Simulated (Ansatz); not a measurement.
## Electron scattering at the twin(10-13) boundary in hcp Ru with Re (substitutional)

Aim: the relaxed structure and the specific resistance of the twin(10-13) boundary in hcp Ru with Re (substitutional).

Method: Ansatz plane-wave DFT, PBE, PAW files; relaxation of a bicrystal slab with its lowest layers held; PAW set soft_1, in the first sound run; inputs show where later runs differ, in Ansatz 0.2.0.

### 1. The structure

The cell holds 33 atoms: 32 Ru and 1 Re. Cell: a = 8.342 Å, b = 2.706 Å, c = 31.616 Å, α = 90.0°, β = 90.0°, γ = 80.7°. It derives from Ru. built on the (1 0 3) plane; 1 overlapping atoms removed and the grains opened by 0.3 Å. Vacuum lies along c.

### 2. Relaxing the bicrystal

The boundary is built by mirroring the lower grain in the boundary plane and removing any atoms that overlap; then the Re is put in at the boundary. A thin bicrystal slab is relaxed first, with the lowest layers held and the upper grain free to shift and open.

Input file input.yaml:

```yaml
crystal:
  lattice:
    - [8.3417110409, 0.0, 0.0]
    - [0.4388400416, 2.669976228, 0.0]
    - [0.0, 0.0, 31.6163062302]
  atoms:
    - { symbol: Ru, position: [0.708785593, 0.1039405368, 0.1581462415] }
    - { symbol: Ru, position: [0.0061764829, 0.955245092, 0.1902757162] }
    - { symbol: Ru, position: [0.4656546609, 0.7255060029, 0.1967016111] }
    - { symbol: Ru, position: [0.7630455507, 0.576810558, 0.2288310859] }
    - { symbol: Ru, position: [0.2225237287, 0.3470714689, 0.2352569808] }
    - { symbol: Ru, position: [0.5199146185, 0.1983760241, 0.2673864555] }
    - { symbol: Ru, position: [0.9793927965, 0.968636935, 0.2738123504] }
    - { symbol: Ru, position: [0.2767836864, 0.8199414902, 0.3059418252] }
    - { symbol: Ru, position: [0.7362618643, 0.5902024011, 0.3123677201] }
    - { symbol: Ru, position: [0.0336527542, 0.4415069563, 0.3444971948] }
    - { symbol: Ru, position: [0.4931309322, 0.2117678672, 0.3509230898] }
    - { symbol: Ru, position: [0.790521822, 0.0630724224, 0.3830525645] }
    - { symbol: Ru, position: [0.25, 0.8333333333, 0.3894784594] }
    - { symbol: Re, position: [0.5473908898, 0.6846378885, 0.4216079341] }
    - { symbol: Ru, position: [0.25, 0.8333333333, 0.4632261833] }
    - { symbol: Ru, position: [0.790521822, 0.0630724224, 0.4696520783] }
    - { symbol: Ru, position: [0.4931309322, 0.2117678672, 0.501781553] }
    - { symbol: Ru, position: [0.0336527542, 0.4415069563, 0.5082074479] }
    - { symbol: Ru, position: [0.7362618643, 0.5902024011, 0.5403369226] }
    - { symbol: Ru, position: [0.2767836864, 0.8199414902, 0.5467628176] }
    - { symbol: Ru, position: [0.9793927965, 0.968636935, 0.5788922923] }
    - { symbol: Ru, position: [0.5199146185, 0.1983760241, 0.5853181872] }
    - { symbol: Ru, position: [0.2225237287, 0.3470714689, 0.6174476619] }
    - { symbol: Ru, position: [0.7630455507, 0.576810558, 0.6238735569] }
    - { symbol: Ru, position: [0.4656546609, 0.7255060029, 0.6560030316] }
    - { symbol: Ru, position: [0.0061764829, 0.955245092, 0.6624289265] }
    - { symbol: Ru, position: [0.708785593, 0.1039405368, 0.6945584013] }
    - { symbol: Ru, position: [0.2493074151, 0.3336796259, 0.7009842962] }
    - { symbol: Ru, position: [0.9519165252, 0.4823750707, 0.7331137709] }
    - { symbol: Ru, position: [0.4924383472, 0.7121141598, 0.7395396658] }
    - { symbol: Ru, position: [0.1950474574, 0.8608096046, 0.7716691406] }
    - { symbol: Ru, position: [0.7355692794, 0.0905486937, 0.7780950355] }
    - { symbol: Ru, position: [0.4381783896, 0.2392441385, 0.8102245102] }
kpoints:
  mp_grid: { grid: [3, 9, 1] }
hamiltonian:
  xc: pbe
  pseudopotentials: { kind: paw, azcp: { folder: soft_1 } }
scf:
  occupations: { method: fermi_dirac, width: 0.1 }
relax:
  f_tol: 0.03
  max_steps: 80
  constraints: [{ sites: [0, 1, 2, 3, 4, 5] }]
```

Command:

```sh
$ ansatz run input.yaml --threads 4 --pin off --max-ram 15360MiB --backend cpu --events-out ev --progress --plain --runs-dir out
```

Numbers of over 12 decimals in the logs are rounded to 6 here.

The program printed:

```text
Warning: crystal.symmetry: narrowed to the stabiliser of the k-point mesh — unitary ops 2 → 1; excluded 1 operation that carries a point of the 3×9×1 mesh (shift [0, 0, 0]) off the mesh (the run samples exactly the mesh kpoints.mp_grid names, as under crystal.symmetry.detect: false, and its converged state has the mesh's symmetry, not the crystal's; ε∞, the Born charges and the force constants of a linear response (`dielectric:` by the response, `phonons.method: dfpt`) are averaged over those of the crystal's operations that the state keeps within a tolerance, where `mesh_tensors`, `unaveraged_element` or `gamma_mean_max_change_ev_ang2` stands beside them; [rest of the remark cut]
Engine: ansatz 0.2.0, aarch64-unknown-linux-gnu
Pseudopotentials: kind: paw
Pseudopotential: Ru, paw, valence charge 16, recommended cutoff 420 eV (normal), soft_1/Ru.paw.azcp
Pseudopotential: Re, paw, valence charge 15, recommended cutoff 420 eV (normal), soft_1/Re.paw.azcp
Functional definition: PBE
  parameter kappa = 0.804
  parameter beta = 0.066725
  exchange = pbe_x(kappa = kappa, mu = beta*pi^2/3)
  correlation = pbe_c(beta = beta)
Crystal: 33 atoms, lattice volume = 704.164 Å³
Basis set: ecut = 420 eV, 13839 PW (Γ), exchange–correlation on 120×40×432 points (8 copies of the dense FFT grid, shifted against one another)
Bands: 317, of which v1, the nominal top of the filled ones, is band 264 counted from 1 (263 counted from 0)
Symmetry: 1 space group operations
k-points: 14 of 27 (time reversal used)
Non-local potential: Ru, projectors of the file, l = 0: 3, l = 1: 2, l = 2: 2, l = 3: 1
Non-local potential: Re, projectors of the file, l = 0: 3, l = 1: 2, l = 2: 2, l = 3: 1
PAW form: soft (Blöchl's): semilocal exchange-correlation on the pseudo side does not see the compensation charge
PAW one-centre angular grid: Ru, 590 points (default); XC on 64 Gauss nodes
PAW one-centre angular grid: Re, 590 points (default); XC on 64 Gauss nodes
Initial density: superposition of atomic densities (neutral atoms: chi_scale 0, normalization atom)
Initial wavefunctions: pseudopotential atomic-orbital guess
Functional: x = pbe(κ = 0.804, μ = 0.219515), c = pbe(β = 0.066725)
SCF iter   1: F=—  HF=-198999.040567 eV  |F-HF|=—  |Δ(HF+E_count)|=         —  Δρ=9.72e-2  dr2=2.14e2  ethr=3.10e-3  ⟨swp⟩=7.5  Hψ=17361  notcnv=0  defer=10
preconditioner: auto → LDOS  [metal: Δε(μ)=0.009 eV  Ē_g=4.950 eV  σ=0.100 eV  W_gap=0.02  n_scr=200 (ndim 8)  ℏωp=22.7 eV  f_vac=0.300  D(μ)=30.51/eV (n_scr^D=266)  β→1.0]
SCF iter   2: F=—  HF=-199001.318738 eV  |F-HF|=—  |Δ(HF+E_count)|=    2.28e0  Δρ=1.02e-1  dr2=1.09e2  ethr=3.10e-3  ⟨swp⟩=4.0  Hψ=12428  notcnv=0  defer=28
SCF iter   3: F=—  HF=-198977.342748 eV  |F-HF|=—  |Δ(HF+E_count)|=    2.40e1  Δρ=6.67e-3  dr2=7.69e-1  ethr=3.10e-3  ⟨swp⟩=3.0  Hψ=10692  notcnv=0  defer=40
SCF iter   4: F=—  HF=-198977.246009 eV  |F-HF|=—  |Δ(HF+E_count)|=   9.67e-2  Δρ=3.28e-3  dr2=1.57e-1  ethr=1.46e-4  ⟨swp⟩=3.4  Hψ=9810  notcnv=0  defer=38
SCF iter   5: F=—  HF=-198977.214286 eV  |F-HF|=—  |Δ(HF+E_count)|=   3.17e-2  Δρ=1.10e-3  dr2=2.32e-2  ethr=2.99e-5  ⟨swp⟩=2.1  Hψ=6597  notcnv=0  defer=38
SCF iter   6: F=—  HF=-198977.215366 eV  |F-HF|=—  |Δ(HF+E_count)|=   1.08e-3  Δρ=4.40e-4  dr2=2.26e-3  ethr=4.40e-6  ⟨swp⟩=2.0  Hψ=6249  notcnv=0  defer=38
SCF iter   7: F=—  HF=-198977.216930 eV  |F-HF|=—  |Δ(HF+E_count)|=   1.56e-3  Δρ=1.59e-4  dr2=9.92e-4  ethr=4.29e-7  ⟨swp⟩=2.9  Hψ=7816  notcnv=0  defer=38
SCF iter   8: F=—  HF=-198977.216900 eV  |F-HF|=—  |Δ(HF+E_count)|=   3.02e-5  Δρ=6.36e-5  dr2=8.50e-5  ethr=1.88e-7  ⟨swp⟩=2.2  Hψ=6394  notcnv=0  defer=38
SCF iter   9: F=-198977.216903 eV  HF=-198977.216916 eV  |F-HF|=1.24e-5  |Δ(HF+E_count)|=   1.60e-5  Δρ=3.15e-5  dr2=1.87e-5  ethr=4.27e-9  ⟨swp⟩=5.0  Hψ=15347  notcnv=0
SCF 1 converged in 9 iterations: F = -198977.216903 eV  dr2 = 1.87e-5
  greatest PAW one-centre occupation: 1.000 electrons in one spin orbital (limit 2), on the Re atom at site 13 (counted from 0), in its partial waves of l = 0
relax step   1: F+E_penalty+E_count = -198977.21690347 eV  Δ(F+E_penalty+E_count) = +0.000e0 eV  max|allowed force component| = 1.421e0 eV/Å  Δτ_max = 0.0000 Å  (9 SCF iters, dr2 threshold 2.25e-5 eV, accepted)
Initial density: handed on by an earlier stage of this run
Initial wavefunctions: those handed on with the density
iter 1 solved again at ethr=9.87e-4 eV; its pass at ethr=3.10e-3 eV (dr2=5.20e0 eV) is discarded
SCF iter   1: F=—  HF=-198977.793090 eV  |F-HF|=—  |Δ(HF+E_count)|=         —  Δρ=1.21e-2  dr2=5.30e0  ethr=9.87e-4  ⟨swp⟩=1.0  Hψ=15461  notcnv=0  defer=19
preconditioner: auto → LDOS  [metal: Δε(μ)=0.013 eV  Ē_g=4.561 eV  σ=0.100 eV  W_gap=0.03  n_scr=200 (ndim 8)  ℏωp=22.7 eV  f_vac=0.304  D(μ)=33.61/eV (n_scr^D=294)  β→1.0]
SCF iter   2: F=—  HF=-198977.692980 eV  |F-HF|=—  |Δ(HF+E_count)|=   1.00e-1  Δρ=5.93e-3  dr2=4.87e-1  ethr=9.87e-4  ⟨swp⟩=2.1  Hψ=6911  notcnv=0  defer=19
SCF iter   3: F=—  HF=-198977.630124 eV  |F-HF|=—  |Δ(HF+E_count)|=   6.29e-2  Δρ=2.98e-3  dr2=1.48e-1  ethr=9.23e-5  ⟨swp⟩=3.0  Hψ=9609  notcnv=0  defer=19
SCF iter   4: F=—  HF=-198977.590984 eV  |F-HF|=—  |Δ(HF+E_count)|=   3.91e-2  Δρ=5.63e-4  dr2=2.78e-3  ethr=2.82e-5  ⟨swp⟩=2.0  Hψ=6412  notcnv=0  defer=19
SCF iter   5: F=—  HF=-198977.591742 eV  |F-HF|=—  |Δ(HF+E_count)|=   7.58e-4  Δρ=1.23e-4  dr2=1.82e-4  ethr=5.28e-7  ⟨swp⟩=3.0  Hψ=9422  notcnv=0  defer=32
SCF iter   6: F=-198977.591768 eV  HF=-198977.591764 eV  |F-HF|=3.80e-6  |Δ(HF+E_count)|=   2.20e-5  Δρ=5.05e-5  dr2=2.51e-5  ethr=1.90e-8  ⟨swp⟩=2.9  Hψ=16439  notcnv=0
SCF 2 converged in 6 iterations: F = -198977.591768 eV  dr2 = 2.51e-5
relax step   2: F+E_penalty+E_count = -198977.59176780 eV  Δ(F+E_penalty+E_count) = -3.749e-1 eV  max|allowed force component| = 1.062e0 eV/Å  Δτ_max = 0.1967 Å  (6 SCF iters, dr2 threshold 1.00e-4 eV, accepted)
SCF iter   1: F=—  HF=-198977.786557 eV  |F-HF|=—  |Δ(HF+E_count)|=         —  Δρ=6.24e-3  dr2=1.31e0  ethr=2.91e-3  ⟨swp⟩=4.0  Hψ=8731  notcnv=0  defer=32
preconditioner: auto → LDOS  [metal: Δε(μ)=0.005 eV  Ē_g=4.564 eV  σ=0.100 eV  W_gap=0.01  n_scr=200 (ndim 8)  ℏωp=22.7 eV  f_vac=0.305  D(μ)=33.64/eV (n_scr^D=302)  β→1.0]
SCF iter   2: F=—  HF=-198977.754730 eV  |F-HF|=—  |Δ(HF+E_count)|=   3.18e-2  Δρ=3.10e-3  dr2=1.06e-1  ethr=2.49e-4  ⟨swp⟩=2.6  Hψ=7281  notcnv=0  defer=32
SCF iter   3: F=—  HF=-198977.737898 eV  |F-HF|=—  |Δ(HF+E_count)|=   1.68e-2  Δρ=1.56e-3  dr2=3.21e-2  ethr=2.00e-5  ⟨swp⟩=3.1  Hψ=9771  notcnv=0  defer=32
SCF iter   4: F=—  HF=-198977.730517 eV  |F-HF|=—  |Δ(HF+E_count)|=   7.38e-3  Δρ=2.35e-4  dr2=8.62e-4  ethr=6.10e-6  ⟨swp⟩=2.5  Hψ=7040  notcnv=0  defer=32
SCF iter   5: F=—  HF=-198977.730452 eV  |F-HF|=—  |Δ(HF+E_count)|=   6.59e-5  Δρ=6.82e-5  dr2=9.75e-5  ethr=1.63e-7  ⟨swp⟩=2.9  Hψ=8432  notcnv=0  defer=32
SCF iter   6: F=-198977.730454 eV  HF=-198977.730461 eV  |F-HF|=6.70e-6  |Δ(HF+E_count)|=   9.35e-6  Δρ=2.79e-5  dr2=1.20e-5  ethr=1.34e-8  ⟨swp⟩=4.6  Hψ=13978  notcnv=0
SCF 3 converged in 6 iterations: F = -198977.730454 eV  dr2 = 1.20e-5
relax step   3: F+E_penalty+E_count = -198977.73045419 eV  Δ(F+E_penalty+E_count) = -1.387e-1 eV  max|allowed force component| = 1.244e-1 eV/Å  Δτ_max = 0.0910 Å  (6 SCF iters, dr2 threshold 7.05e-5 eV, accepted)
[...]
relax step   4: F+E_penalty+E_count = -198977.73405556 eV  Δ(F+E_penalty+E_count) = -3.601e-3 eV  max|allowed force component| = 5.806e-2 eV/Å  Δτ_max = 0.0116 Å  (5 SCF iters, dr2 threshold 9.67e-7 eV, accepted)
SCF iter   1: F=—  HF=-198977.733996 eV  |F-HF|=—  |Δ(HF+E_count)|=         —  Δρ=3.86e-4  dr2=1.64e-3  ethr=3.21e-6  ⟨swp⟩=2.5  Hψ=8028  notcnv=0  defer=32
preconditioner: auto → LDOS  [metal: Δε(μ)=0.004 eV  Ē_g=4.562 eV  σ=0.100 eV  W_gap=0.01  n_scr=200 (ndim 8)  ℏωp=22.7 eV  f_vac=0.305  D(μ)=33.60/eV (n_scr^D=294)  β→1.0]
SCF iter   2: F=—  HF=-198977.733916 eV  |F-HF|=—  |Δ(HF+E_count)|=   7.94e-5  Δρ=1.90e-4  dr2=2.90e-4  ethr=3.11e-7  ⟨swp⟩=2.1  Hψ=8475  notcnv=0  defer=32
SCF iter   3: F=—  HF=-198977.733863 eV  |F-HF|=—  |Δ(HF+E_count)|=   5.37e-5  Δρ=7.45e-5  dr2=7.83e-5  ethr=5.50e-8  ⟨swp⟩=3.0  Hψ=8846  notcnv=0  defer=32
SCF iter   4: F=—  HF=-198977.735004 eV  |F-HF|=—  |Δ(HF+E_count)|=   1.14e-3  Δρ=2.22e-5  dr2=3.85e-6  ethr=1.49e-8  ⟨swp⟩=2.9  Hψ=8120  notcnv=0  defer=32
SCF iter   5: F=—  HF=-198977.735003 eV  |F-HF|=—  |Δ(HF+E_count)|=   7.51e-7  Δρ=5.64e-6  dr2=2.23e-7  ethr=7.31e-10  ⟨swp⟩=2.5  Hψ=8060  notcnv=0  defer=32
SCF iter   6: F=-198977.735003 eV  HF=-198977.735003 eV  |F-HF|=2.33e-8  |Δ(HF+E_count)|=   1.11e-7  Δρ=2.40e-6  dr2=7.47e-8  ethr=1.90e-11  ⟨swp⟩=5.0  Hψ=16001  notcnv=0
SCF 5 converged in 6 iterations: F = -198977.735003 eV  dr2 = 7.47e-8
relax step   5: F+E_penalty+E_count = -198977.73500316 eV  Δ(F+E_penalty+E_count) = -9.476e-4 eV  max|allowed force component| = 1.495e-2 eV/Å  Δτ_max = 0.0097 Å  (6 SCF iters, accepted)
SCF converged after 6 iterations
Free energy (F): -198977.735003 eV
Harris-Foulkes:  -198977.735003 eV  (|F-HF|=2.33e-8)
Internal energy: -198976.620919 eV  (E = F + TS)
E sigma→0 (E₀):  -198977.177961 eV
Entropy (-TS):   -1.114084 eV (-33.760 meV/atom)
Fermi energy:    13.264093 eV
--- Per-component energies (eV) ---
  E_band       = -7125.177442
  E_kinetic    = 15217.302958
  E_local      = -702748.860511  (includes V_loc(G=0)·N_el)
  E_nonlocal   = 13304.216700
  E_hartree    = 341779.111037
  E_xc         = -5777.617560
  E_vxc        = -7143.464079  (∫ρ·V_xc dr)
  E_paw        = -120758.052912  (= ΣΔE_a)
  E_vpaw       = -9312.619582  (= ΣTr[D̂ρ^β])
  E_aug_tail   = 0.020362  (compensation charges beyond the density's cutoff)
  E_ewald      = 260007.259006
  E_smearing   = -1.114084  (= −TS)
  E_closure    = -0.000000  (closes the sum)
  Σ components = -198977.735003   (vs F -198977.735003, Δ=0.00e0)
--- Forces (eV/Å), atoms counted from 1 ---
  atom   1  Ru    -0.15953143     0.03152210     0.95794250
  atom   2  Ru    -0.48353235     0.07268785     0.66765830
  atom   3  Ru     0.61162938    -0.10574245     0.38350173
  atom   4  Ru     0.04406600    -0.00447182    -0.83808327
  atom   5  Ru     0.30501140    -0.04806039    -0.86263569
  atom   6  Ru    -0.31991366     0.05413995    -0.32187796
  atom   7  Ru     0.00081162    -0.00012307     0.00349198
  atom   8  Ru    -0.00220791     0.00036298     0.00456096
  atom   9  Ru     0.00407120    -0.00073253     0.00207576
  atom  10  Ru    -0.00433465     0.00066086    -0.00545099
  atom  11  Ru     0.00398167    -0.00074243     0.00330970
  atom  12  Ru    -0.00358448     0.00072518     0.00024013
  atom  13  Ru     0.00414226    -0.00097378     0.00198621
  atom  14  Re    -0.00064705     0.00013371    -0.00693818
  atom  15  Ru    -0.00170008     0.00063605     0.00684038
  atom  16  Ru     0.00026141     0.00002758    -0.00055317
  atom  17  Ru    -0.00363709     0.00071478     0.00516914
  atom  18  Ru     0.00036618    -0.00021540     0.00685043
  atom  19  Ru     0.00039237    -0.00003374    -0.00381121
  atom  20  Ru     0.00405217    -0.00064673    -0.00410262
  atom  21  Ru     0.00054720    -0.00003849    -0.00336883
  atom  22  Ru     0.00220200    -0.00047879    -0.00151187
  atom  23  Ru    -0.00484529     0.00076846     0.00164187
  atom  24  Ru    -0.00146545     0.00032103     0.00108911
  atom  25  Ru     0.00115383    -0.00023403     0.00141006
  atom  26  Ru     0.00332355    -0.00055866    -0.00035645
  atom  27  Ru    -0.00098056     0.00022187     0.00598466
  atom  28  Ru    -0.00063013     0.00013749    -0.00313829
  atom  29  Ru    -0.00237827     0.00059297     0.00318212
  atom  30  Ru     0.00387375    -0.00063762     0.01494828
  atom  31  Ru     0.01059224    -0.00198136     0.00171879
  atom  32  Ru     0.00382241    -0.00066629    -0.01064094
  atom  33  Ru    -0.01486676     0.00264673    -0.01103604
  max |Σ_I F_I| component: 9.66e-5 eV/Å
--- Relaxed structure (5 steps of the walk, 5 accepted, 0 SCFs on fresh bases) ---
  F+E_penalty+E_count = -198977.73500316 eV   max|allowed force component| = 1.495e-2 eV/Å
  atoms:
    - { symbol: Ru, position: [0.708786, 0.103941, 0.158146] }
    - { symbol: Ru, position: [0.00617648, 0.955245, 0.1902757162] }
    - { symbol: Ru, position: [0.4656546609, 0.725506, 0.196702] }
    - { symbol: Ru, position: [0.763046, 0.576811, 0.228831] }
    - { symbol: Ru, position: [0.222524, 0.347071, 0.235257] }
    - { symbol: Ru, position: [0.5199146185, 0.198376, 0.267386] }
    - { symbol: Ru, position: [0.977878, 0.969290, 0.272717] }
    - { symbol: Ru, position: [0.276776, 0.819939, 0.305093] }
    - { symbol: Ru, position: [0.733932, 0.591149, 0.312893] }
    - { symbol: Ru, position: [0.029014, 0.443653, 0.344315] }
    - { symbol: Ru, position: [0.489229, 0.213326, 0.353341] }
    - { symbol: Ru, position: [0.791162, 0.062697, 0.383198] }
    - { symbol: Ru, position: [0.240481, 0.837714, 0.388643] }
    - { symbol: Re, position: [0.553057, 0.681827, 0.424789] }
    - { symbol: Ru, position: [0.240269, 0.838106, 0.461700] }
    - { symbol: Ru, position: [0.787616, 0.064581, 0.467037] }
    - { symbol: Ru, position: [0.488408, 0.214163, 0.496406] }
    - { symbol: Ru, position: [0.027751, 0.445073, 0.505391] }
    - { symbol: Ru, position: [0.733168, 0.592120, 0.537223] }
    - { symbol: Ru, position: [0.276237, 0.820637, 0.545546] }
    - { symbol: Ru, position: [0.978187, 0.969600, 0.576194] }
    - { symbol: Ru, position: [0.517459, 0.200228, 0.582739] }
    - { symbol: Ru, position: [0.218683, 0.349238, 0.615961] }
    - { symbol: Ru, position: [0.762640, 0.577657, 0.621181] }
    - { symbol: Ru, position: [0.464787, 0.726527, 0.654293] }
    - { symbol: Ru, position: [0.0048707, 0.956353, 0.660919] }
    - { symbol: Ru, position: [0.707455, 0.105145, 0.692721] }
    - { symbol: Ru, position: [0.247066, 0.335490, 0.699410] }
    - { symbol: Ru, position: [0.953125, 0.482344, 0.733514] }
    - { symbol: Ru, position: [0.493556, 0.712405, 0.738671] }
    - { symbol: Ru, position: [0.200755, 0.858450, 0.768383] }
    - { symbol: Ru, position: [0.732271, 0.092793, 0.773614] }
    - { symbol: Ru, position: [0.432971, 0.242969, 0.805518] }
```

Wall time 10 min (4 threads of Arm Neoverse V1, shared host); peak memory 5.1 GiB.

The steps of the relaxation:

| step | energy less that of the first step (eV) | largest force component (eV/Å) |
| --- | --- | --- |
| 1 | 0.0000 | 1.4213 |
| 2 | -0.3749 | 1.0617 |
| 3 | -0.5136 | 0.1244 |
| 4 | -0.5172 | 0.0581 |
| 5 | -0.5181 | 0.0149 |

The atoms that moved most (Å):

| atom | dx | dy | dz | length |
| --- | --- | --- | --- | --- |
| Ru17 | -0.038 | 0.006 | -0.170 | 0.174 |
| Ru33 | -0.042 | 0.010 | -0.149 | 0.155 |
| Ru32 | -0.027 | 0.006 | -0.142 | 0.144 |
| Ru31 | 0.047 | -0.006 | -0.104 | 0.114 |
| Re14 | 0.046 | -0.008 | 0.101 | 0.111 |
| Ru19 | -0.025 | 0.005 | -0.098 | 0.102 |
| Ru18 | -0.048 | 0.010 | -0.089 | 0.101 |
| Ru15 | -0.079 | 0.013 | -0.048 | 0.094 |

Numbers from this step:

* free energy: -198977.7350 eV
* energy at zero smearing: -198977.1780 eV
* Fermi energy: 13.26 eV

The largest force component on a free atom ends at 0.015 eV/Å, under the tolerance of 0.03, after 5 steps.

(Part 1 of 2 ends here.)

[Logs are printed without paths, hosts, clocks, repeated set-up lines and the standing remarks that a program may print on its own settings, such as how far it seeks lower states.]

[Hosts, paths, dates, database ids (printed as entryN), source tags and the programs' standing remarks are cut or masked in the printed files.]
